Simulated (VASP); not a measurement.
# CO2 (Cmce) in VASP: a series of runs

One crystal, CO2, is run at these levels: PBE; tasks: relaxation of cell and atoms.

All numbers are computed with VASP 6.6.1; they aren't measurements. Logs are shortened: lines on timing, memory, paths and dates and some standing lists are left out, and cuts for length are marked.

## Step 1: Starting point

The structure is orthorhombic, space group Cmce (No. 64). The conventional cell has a = 5.272 Å, b = 4.775 Å, c = 6.587 Å, α = 90.00°, β = 90.00°, γ = 90.00°. C (site symmetry 2/m) is surrounded by 2 O at 1.17 Å. O (site symmetry m) is surrounded by 1 C at 1.17 Å.

The cell comes from a database or a generator and needn't be the stable form of this composition.

## Step 2: Relaxation of cell and atoms, PBE

The input, INCAR:

```
  ALGO = Normal
  EDIFF = 1E-6
  EDIFFG = -0.01
  ENCUT = 600
  GGA = PE
  IBRION = 2
  ISIF = 3
  ISMEAR = 0
  KPAR = 2
  LASPH = T
  LCHARG = F
  LREAL = F
  LWAVE = F
  NELM = 80
  NSW = 90
  PREC = Accurate
  SIGMA = 0.03
```

The input, KPOINTS:

```
k-points
0
Gamma
  8 8 4
```

The input, POSCAR:

```
CO2
1.0
    2.6359112300     -2.3873781200      0.0000000000
    2.6359112300      2.3873781200      0.0000000000
    0.0000000000      0.0000000000      6.5871749100
C O
2 4
Direct
    0.0000000000      0.0000000000      0.0000000000
    0.5000000000      0.5000000000      0.5000000000
    0.8065085700      0.1934914300      0.8918433900
    0.1934914300      0.8065085700      0.1081566100
    0.6934914300      0.3065085700      0.3918433900
    0.3065085700      0.6934914300      0.6081566100
```

Potentials or basis: VASP PAW PBE potentials, release 64 (C, O).

Command:

```
$ cat potpaw_PBE.64/C/POTCAR potpaw_PBE.64/O/POTCAR > POTCAR
$ mpirun -np 2 vasp_std > vasp.out
```

OUTCAR:

```text
EDIFF = 1E-6
   EDIFFG = -0.01
   ENCUT = 600
   GGA = PE
   IBRION = 2
   ISIF = 3
   ISMEAR = 0
   LASPH = T
   LREAL = F
   NELM = 80
   NSW = 90
   PREC = Accurate

 ion  position               nearest neighbor table
   1  0.000  0.000  0.000-   3 1.17   4 1.17
   2  0.500  0.500  0.500-   5 1.17   6 1.17
   3  0.807  0.193  0.892-   1 1.17
   4  0.193  0.807  0.108-   1 1.17
   5  0.693  0.307  0.392-   2 1.17
   6  0.307  0.693  0.608-   2 1.17

  LATTYP: Found a base centered orthorhombic cell.
 ALAT       =     4.7747562400
 B/A-ratio  =     1.1041029521
 C/A-ratio  =     1.3795834968

  Lattice vectors:

 A1 = (  -2.6359112300,  -2.3873781200,   0.0000000000)
 A2 = (   2.6359112300,  -2.3873781200,   0.0000000000)
 A3 = (   0.0000000000,   0.0000000000,   6.5871749100)

Analysis of symmetry for initial positions (statically):
=====================================================================
 Subroutine PRICEL returns:
 Original cell was already a primitive cell.

 Routine SETGRP: Setting up the symmetry group for a
 base centered orthorhombic supercell.

 Subroutine GETGRP returns: Found  8 space group operations
 (whereof  4 operations were pure point group operations)
 out of a pool of  8 trial point group operations.

The static configuration has the point symmetry C_2h.
 The point group associated with its full space group is D_2h.

Analysis of symmetry for dynamics (positions and initial velocities):
=====================================================================
 Subroutine PRICEL returns:
 Original cell was already a primitive cell.

 Routine SETGRP: Setting up the symmetry group for a
 base centered orthorhombic supercell.

 Subroutine GETGRP returns: Found  8 space group operations
 (whereof  4 operations were pure point group operations)
 out of a pool of  8 trial point group operations.

The dynamic configuration has the point symmetry C_2h.
 The point group associated with its full space group is D_2h.

 Subroutine INISYM returns: Found  8 space group operations
 (whereof  4 operations are pure point group operations),
 and found     1 'primitive' translations

----------------------------------------------------------------------------------------

                                     Primitive cell

  volume of cell :      82.9051

  direct lattice vectors                    reciprocal lattice vectors
     2.635911230 -2.387378120  0.000000000     0.189687723 -0.209434775  0.000000000
[... 118 lines left out ...]
   LORBIT       =      0    0 simple, 1 ext, 2 COOP (PROOUT), +10 PAW based schemes
   GGA     = PE    functional components
   LHFCALC =     F    Hartree Fock is set to
   AEXX    =    0.0000 exact exchange contribution
   IVDW    =     0    specifies the selected vdW correction
   LEPSILON=     F    determine dielectric tensor
   LRPA    =     F    only Hartree local field effects (RPA)
 conjugate gradient relaxation of ions
 non-spin polarized calculation
 Gauss-broadening in eV      SIGMA  =   0.03
  energy-cutoff  :      600.00
  volume of cell :       82.91
 maximum number of plane-waves:      2800
   NGX = 15   NGY = 15   NGZ = 27

--------------------------------------- Ionic step        1  -------------------------------------------

 number of electron      32.0000011 magnetization

 Free energy of the ion-electron system (eV)
  ---------------------------------------------------
  ext. energy  EPLUGINS =         0.00000000
  ---------------------------------------------------
  free energy    TOTEN  =       -45.97228886 eV

  energy without entropy =      -45.97228886  energy(sigma->0) =      -45.97228886

------------------------ aborting loop because EDIFF is reached ----------------------------------------

  FORCE on cell =-STRESS in cart. coord.  units (eV):
  Direction    XX          YY          ZZ          XY          YZ          ZX
  --------------------------------------------------------------------------------------
  -------------------------------------------------------------------------------------
  Total        0.9910508      3.1424742      2.1439975      0.0000000     -0.0000000      0.0000000
  in kB       19.1524927     60.7296975     41.4336970      0.0000000     -0.0000000      0.0000000
  external PRESSURE =      40.4386291 kB  Pullay stress =       0.0000000 kB
[... 101 lines left out ...]
  FREE ENERGIE OF THE ION-ELECTRON SYSTEM (eV)
  ---------------------------------------------------
  free  energy   TOTEN  =       -45.9883420054 eV

  energy  without entropy=      -45.9883420054  energy(sigma->0) =      -45.98834201

[... ionic steps 4 to 32 ...]

--------------------------------------- Ionic step       33  -------------------------------------------

 number of electron      32.0000000 magnetization

------------------------ aborting loop because EDIFF is reached ----------------------------------------
[... 75 lines left out ...]
--------------------------------------- Ionic step       35  -------------------------------------------

 number of electron      32.0000000 magnetization

 Free energy of the ion-electron system (eV)
  ---------------------------------------------------
  ext. energy  EPLUGINS =         0.00000000
  ---------------------------------------------------
  free energy    TOTEN  =       -46.08438940 eV

  energy without entropy =      -46.08438940  energy(sigma->0) =      -46.08438940

 E-fermi :  -4.3147     XC(G=0):  -7.1005

 val. band max:       -4.4398530279   @ k =   0.5000   0.5000   0.0000
 cond. band min:       1.9894639993   @ k =   0.0000   0.0000   0.0000
 fundamental gap:      6.4293170272
 Fermi energy:        -4.3147072976

 k-point     1 :       0.0000    0.0000    0.0000
  band No.  band energies     occupation
      1     -24.9165      2.00000
      2     -24.8401      2.00000
      3     -23.8241      2.00000
      4     -23.7996      2.00000
      5      -9.5351      2.00000
      6      -9.5333      2.00000
[... 541 lines left out ...]
     19       3.5652      0.00000
     20       3.5842      0.00000

 [... further k-points ...]

------------------------ aborting loop because EDIFF is reached ----------------------------------------

  FORCE on cell =-STRESS in cart. coord.  units (eV):
  Direction    XX          YY          ZZ          XY          YZ          ZX
  --------------------------------------------------------------------------------------
  -------------------------------------------------------------------------------------
  Total       -0.0133887     -0.0075346     -0.0009928      0.0000000     -0.0000000      0.0000000
  in kB       -0.2030878     -0.1142888     -0.0150586      0.0000000     -0.0000000      0.0000000
  external PRESSURE =      -0.1108117 kB  Pullay stress =       0.0000000 kB
[... 21 lines left out ...]
  FREE ENERGIE OF THE ION-ELECTRON SYSTEM (eV)
  ---------------------------------------------------
  free  energy   TOTEN  =       -46.0843894018 eV

  energy  without entropy=      -46.0843894018  energy(sigma->0) =      -46.08438940

 reached required accuracy - stopping structural energy minimisation
```

Run time: 16 min. Hardware: 2 MPI ranks of Intel Xeon Platinum 8488C (Sapphire Rapids), shared host; peak memory 0.25 GiB.

What came out:

```yaml
Free_energy: -46.0844 eV
Relaxed_volume: 17.60 Å³/atom
Relaxed_cell: a = 3.927 Å, b = 3.927 Å, c = 6.890 Å, α = 90.00°, β = 90.00°, γ = 83.75°
Space_group_after_relaxing_to_0.05_Å: Cmce (No. 64)
Energy_gained_by_relaxing: 18.7 meV/atom
Ionic_steps: 35
Pressure_after_relaxing: 0.0 GPa
Largest_force_after_relaxing: 0.008 eV/Å
Band_gap_on_the_k_mesh: 6.43 eV, indirect (least direct gap 6.73 eV)
```

Forces on the atoms (eV/Å):
```
C    0.000  0.000  0.000
C    0.000  0.000  0.000
O    0.000  0.002 -0.008
O    0.000 -0.002  0.008
O    0.000 -0.002 -0.008
O    0.000  0.002  0.008
```

Step by step:
```csv
step,energy change (eV),largest force (eV/Å),pressure (GPa),volume (Å³)
1,0.0000,0.7592,4.04,82.91
2,0.5171,4.7581,-12.71,87.15
3,-0.0161,0.2486,1.00,83.50
4,-0.0161,0.1868,1.18,83.46
5,-0.0299,0.1731,1.04,84.78
6,-0.0631,0.1179,0.73,88.81
7,-0.1008,0.0539,0.54,97.25
8,-0.0837,0.6484,0.86,115.64
9,-0.1071,0.3939,1.00,103.74
10,-0.1081,0.3407,-0.83,105.68
11,-0.1103,0.0121,0.00,104.79
12,-0.1103,0.0080,0.00,104.77
13,-0.1104,0.0081,0.02,104.75
14,-0.1104,0.0080,0.02,104.69
15,-0.1105,0.0083,0.02,104.56
16,-0.1107,0.0105,0.02,104.31
17,-0.1110,0.0214,0.01,103.81
18,-0.1108,0.0549,-0.02,102.80
19,-0.1110,0.0321,0.00,103.47
20,-0.1110,0.0425,0.19,103.39
21,-0.1110,0.0042,0.10,103.43
22,-0.1111,0.0044,0.09,103.45
23,-0.1112,0.0052,0.09,103.51
24,-0.1114,0.0047,0.08,103.63
25,-0.1117,0.0039,0.07,103.85
26,-0.1116,0.0361,-0.03,104.29
27,-0.1118,0.0110,0.03,104.01
28,-0.1116,0.1342,0.37,104.17
29,-0.1118,0.0207,0.10,104.04
30,-0.1119,0.0209,0.10,104.11
31,-0.1119,0.0226,0.09,104.32
32,-0.1121,0.0277,0.08,104.74
33,-0.1121,0.0377,0.06,105.58
34,-0.1111,0.2206,-0.56,105.96
35,-0.1121,0.0085,-0.01,105.62
```

Final structure:
```cif
data_structure
_symmetry_space_group_name_H-M 'P 1'
_symmetry_Int_Tables_number 1
_cell_length_a 3.9272
_cell_length_b 3.9272
_cell_length_c 6.8896
_cell_angle_alpha 90.000
_cell_angle_beta 90.000
_cell_angle_gamma 83.753
_cell_volume 105.62
loop_
_atom_site_label
_atom_site_type_symbol
_atom_site_fract_x
_atom_site_fract_y
_atom_site_fract_z
_atom_site_occupancy
C1 C 0.00000 0.00000 0.00000 1
C2 C 0.50000 0.50000 0.50000 1
O1 O 0.81768 0.18232 0.90068 1
O2 O 0.18232 0.81768 0.09932 1
O3 O 0.68232 0.31768 0.40068 1
O4 O 0.31768 0.68232 0.59932 1
```

Caveat: the standard files for N, O and F lose accuracy on very short bonds; the volume moved by over 15 % at a fixed basis, so the end points are rough. A k mesh can miss the band edges.

## Step 3: Relaxation of cell and atoms, PBE

This run uses another cell than the first one, of 17.60 Å³/atom, 1.274 times its volume.

Changes to INCAR since step 2:

```diff
@@ -1,4 +1,4 @@
   ALGO = Normal
-  EDIFF = 1E-6
-  EDIFFG = -0.01
+  EDIFF = 1E-7
+  EDIFFG = -0.005
   ENCUT = 600
```

KPOINTS is that of step 2.

The input, POSCAR:

```
CO2                                     
1.0
    2.9241065950     -2.6214914143      0.0000000000
    2.9241065950      2.6214914143     -0.0000000000
    0.0000000000      0.0000000000      6.8895964807
  C               O             
     2     4
Direct
     0.0000000000000000    0.0000000000000000    0.0000000000000000
     0.5000000000000000    0.5000000000000000    0.5000000000000000
     0.8176779584914790    0.1823220415085214    0.9006800187818715
     0.1823220415085214    0.8176779584914790    0.0993199812181283
     0.6823220415085210    0.3176779584914786    0.4006800187818718
     0.3176779584914786    0.6823220415085212    0.5993199812181285
```

Potentials or basis: VASP PAW PBE potentials, release 64 (C, O).

Command:

```
$ cat potpaw_PBE.64/C/POTCAR potpaw_PBE.64/O/POTCAR > POTCAR
$ mpirun -np 2 vasp_std > vasp.out
```

OUTCAR:

```text
EDIFF = 1E-7
   EDIFFG = -0.005
   ENCUT = 600
   GGA = PE
   IBRION = 2
   ISIF = 3
   ISMEAR = 0
   LASPH = T
   LREAL = F
   NELM = 80
   NSW = 90
   PREC = Accurate

 ion  position               nearest neighbor table
   1  0.000  0.000  0.000-   3 1.18   4 1.18
   2  0.500  0.500  0.500-   5 1.18   6 1.18
   3  0.818  0.182  0.901-   1 1.18
   4  0.182  0.818  0.099-   1 1.18
   5  0.682  0.318  0.401-   2 1.18
   6  0.318  0.682  0.599-   2 1.18

  LATTYP: Found a base centered orthorhombic cell.
 ALAT       =     5.2429828286
 B/A-ratio  =     1.1154362662
 C/A-ratio  =     1.3140604701

  Lattice vectors:

 A1 = (  -2.9241065950,  -2.6214914143,   0.0000000000)
 A2 = (   2.9241065950,  -2.6214914143,   0.0000000000)
 A3 = (   0.0000000000,   0.0000000000,   6.8895964807)

Analysis of symmetry for initial positions (statically):
[... 513 lines left out ...]

  energy without entropy =      -46.12856108  energy(sigma->0) =      -46.12856108

 E-fermi :  -4.1432     XC(G=0):  -7.2372

 val. band max:       -4.2801797817   @ k =   0.5000   0.5000   0.0000
 cond. band min:       2.1649698459   @ k =   0.0000   0.0000   0.0000
 fundamental gap:      6.4451496277
 Fermi energy:        -4.1431645181

 k-point     1 :       0.0000    0.0000    0.0000
  band No.  band energies     occupation
      1     -24.7889      2.00000
      2     -24.6990      2.00000
      3     -23.6878      2.00000
      4     -23.6585      2.00000
      5      -9.4020      2.00000
      6      -9.3909      2.00000
[... 541 lines left out ...]
     19       3.7154      0.00000
     20       3.7276      0.00000

 [... further k-points ...]

------------------------ aborting loop because EDIFF is reached ----------------------------------------

  FORCE on cell =-STRESS in cart. coord.  units (eV):
  Direction    XX          YY          ZZ          XY          YZ          ZX
  --------------------------------------------------------------------------------------
  -------------------------------------------------------------------------------------
  Total        0.0179239     -0.0111430     -0.0039269      0.0000000      0.0000000      0.0000000
  in kB        0.2809466     -0.1746602     -0.0615523      0.0000000      0.0000000      0.0000000
  external PRESSURE =       0.0149114 kB  Pullay stress =       0.0000000 kB
[... 21 lines left out ...]
  FREE ENERGIE OF THE ION-ELECTRON SYSTEM (eV)
  ---------------------------------------------------
  free  energy   TOTEN  =       -46.1285610778 eV

  energy  without entropy=      -46.1285610778  energy(sigma->0) =      -46.12856108

 reached required accuracy - stopping structural energy minimisation
```

CONTCAR:

```text
CO2
   1.00000000000000
     2.9071390747826453   -2.5901142887420541    0.0000000000000000
     2.9071390747826453    2.5901142887420541   -0.0000000000000000
     0.0000000000000000    0.0000000000000000    6.7874018189364040
  C               O
     2     4
Direct
     0.0000000000000000    0.0000000000000000    0.0000000000000000
     0.5000000000000000    0.5000000000000000    0.5000000000000000
     0.8159350390036396    0.1840649609963604    0.8987886259498102
     0.1840649609963604    0.8159350390036396    0.1012113740501897
     0.6840649609963604    0.3159350390036396    0.3987886259498103
     0.3159350390036396    0.6840649609963604    0.6012113740501898

  0.00000000E+00  0.00000000E+00  0.00000000E+00
  0.00000000E+00  0.00000000E+00  0.00000000E+00
  0.00000000E+00  0.00000000E+00  0.00000000E+00
  0.00000000E+00  0.00000000E+00  0.00000000E+00
  0.00000000E+00  0.00000000E+00  0.00000000E+00
  0.00000000E+00  0.00000000E+00  0.00000000E+00
```

Wall time 7.1 min (2 MPI ranks of Intel Xeon Platinum 8488C (Sapphire Rapids), shared host); peak memory 0.3 GiB.

What came out:

| Quantity | Value |
| --- | --- |
| Free energy | -46.1286 eV |
| Relaxed volume | 17.04 Å³/atom |
| Relaxed cell | a = 3.894 Å, b = 3.894 Å, c = 6.787 Å, α = 90.00°, β = 90.00°, γ = 83.40° |
| Space group after relaxing (to 0.05 Å) | Cmce (No. 64) |
| Energy gained by relaxing | 0.3 meV/atom |
| Ionic steps | 9 |
| Pressure after relaxing | 0.0 GPa |
| Band gap on the k mesh | 6.45 eV, indirect (least direct gap 6.75 eV) |

Step by step:
| step | energy change (eV) | largest force (eV/Å) | pressure (GPa) | volume (Å³) |
| --- | --- | --- | --- | --- |
| 1 | 0.0000 | 0.0201 | -0.16 | 105.62 |
| 2 | 0.0007 | 0.2188 | 0.41 | 105.36 |
| 3 | 0.0000 | 0.0244 | -0.05 | 105.58 |
| 4 | -0.0002 | 0.0239 | -0.05 | 105.42 |
| 5 | -0.0005 | 0.0227 | -0.04 | 104.96 |
| 6 | -0.0010 | 0.0215 | -0.01 | 104.04 |
| 7 | -0.0015 | 0.0242 | 0.06 | 102.22 |
| 8 | 0.0077 | 0.6764 | -1.65 | 102.24 |
| 9 | -0.0015 | 0.0006 | 0.00 | 102.22 |

Final structure:
```cif
data_structure
_symmetry_space_group_name_H-M 'P 1'
_symmetry_Int_Tables_number 1
_cell_length_a 3.8936
_cell_length_b 3.8936
_cell_length_c 6.7874
_cell_angle_alpha 90.000
_cell_angle_beta 90.000
_cell_angle_gamma 83.399
_cell_volume 102.22
loop_
_atom_site_label
_atom_site_type_symbol
_atom_site_fract_x
_atom_site_fract_y
_atom_site_fract_z
_atom_site_occupancy
C1 C 0.00000 0.00000 0.00000 1
C2 C 0.50000 0.50000 0.50000 1
O1 O 0.81594 0.18406 0.89879 1
O2 O 0.18406 0.81594 0.10121 1
O3 O 0.68407 0.31593 0.39879 1
O4 O 0.31593 0.68407 0.60121 1
```

Caveat: the standard files for N, O and F lose accuracy on very short bonds. As with any semilocal functional, this PBE gap is likely too small.
